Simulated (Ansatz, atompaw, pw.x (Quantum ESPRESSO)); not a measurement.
# Ru: one change to the PAW (atompaw) potential, in the atom and in the fcc crystal

Ru (Z = 44), PAW, made with atompaw 4.2.0.5 (PBEsol, scalar-relativistic). Core [Kr], reference 4d7 5s0.5 5p0.5. Waves: 5s (bound): rc 3.00 bohr; 5s channel at 2.8 Ry: rc 2.65 bohr; 5p (bound): rc 3.00 bohr; 5p channel at 1.1 Ry: rc 3.00 bohr; 4d (bound): rc 3.00 bohr; 4d channel at 3.55 Ry: rc 3.00 bohr. Local part: ultrasoft scheme with l = 3 at 0 Ry, radius 2.30 bohr. Core correction: smooth core density matched at 1.90 bohr. Augmentation charge: besselshape compensation charge, radius 3.00 bohr; PAW radius 3.00 bohr; waves and projectors: custom rrkj gramschmidtortho.

Change: reference 4d7 5s1 5p0.

Cutoffs, loose and tight: the cutoffs (Ry, on a coarse ladder) from which the occupation-weighted sum of valence levels, in a spherical-Bessel basis at the reference potential, stays within 10 and 1 mRy of its value at 400 Ry. They see the waves, projectors and local potential, not the compensation charge or the core.

Crystal test: fcc Ru in pw.x 7.5, no spin, 15³ k-points, Fermi–Dirac smearing 0.01 Ry, cutoffs set for each file from its atomic test. The reference is all-electron LAPW (Ansatz 0.2.0) with the same functional, mesh and smearing; V0 and B0 come from Birch–Murnaghan fits to the pressures at five volumes. Errors are pseudo minus all-electron; Δ is the rms difference of the E(V) curves that follow from these fits, minima aligned, over ±6 % about the mean V0. Mesh and smearing are coarse, so the numbers serve the comparison and aren't converged zero-temperature values; the lattice is a test structure that the element need not adopt.

All-electron: a0 = 3.770 Å (V0 = 13.40 Å³/atom), B0 = 338.1 GPa.

Problem. Does the change bring the crystal closer to the all-electron result?

Solution. The mean pressure error goes from +1.49 to +0.49 GPa, so the change moves the solid closer to the all-electron pressures.

| quantity | base | changed |
| --- | --- | --- |
| outcome (atom) | generated | generated |
| cutoff, loose (atom) | 10 Ry | 10 Ry |
| cutoff, tight (atom) | 18 Ry | 18 Ry |
| bound ghosts (atom) | none | none |
| cutoffs in pw.x (Ry) | 40/400 | 40/400 |
| a0 (Å) | 3.776 | 3.772 |
| a0 error (%) | +0.16 | +0.06 |
| B0 error (%) | -2.8 | -2.3 |
| Δ (meV/atom) | 4.5 | 1.6 |
| mean pressure error (GPa) | +1.49 | +0.49 |

Base: The largest radius (3.00 bohr) exceeds half the bond length (2.52 bohr), so the spheres overlap, which is one possible source of error among others. The logarithmic derivative shows an extra or strongly shifted pseudo pole above the reference energy (s near 0.30 Ry). Changed file: The largest radius (3.00 bohr) exceeds half the bond length (2.52 bohr), so the spheres overlap, which is one possible source of error among others. The logarithmic derivative shows an extra or strongly shifted pseudo pole above the reference energy (s near 0.46 Ry).
